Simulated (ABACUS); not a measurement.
Runs of ABACUS 3.10.1 on Na. Symmetry: Im-3m, No. 229, cubic system. The conventional cell has a = 4.282 Å, b = 4.282 Å, c = 4.282 Å, α = 90.00°, β = 90.00°, γ = 90.00°. Na (site symmetry m-3m) has 8 Na at 3.71 Å as nearest neighbours. 

| potentials or basis | cutoff (eV) | radial cutoff of the potentials (pseudo_rcut) | V0 of scaled cells (Å³/atom) | B0 (GPa) |
| --- | --- | --- | --- | --- |
| GBRV ultrasoft 1.5 PBE, plane waves | 544 | 10 bohr | (b) | 7 |
| PseudoDojo NC SR 0.4.1 PBE standard, plane waves | 1211 | 7 bohr | 37.55 | 8 |
| SPMS ONCV 1.0 PBE, plane waves | 1211 | 7 bohr | 37.91 | 7 |
| SG15 ONCV 1.2 PBE, plane waves | 1211 | 7 bohr | 37.53 | 8 |
| Ansatz NC PBE, plane waves | 1211 | 7 bohr | (a) | 8 |

Alike in all rows: task equation of state; level PBE; no spin polarisation; cell as given; k mesh 6 × 6 × 6; smearing fermi-dirac 0.05 eV.

Estimate the missing entries.

(a) 37.51; (b) 37.56.
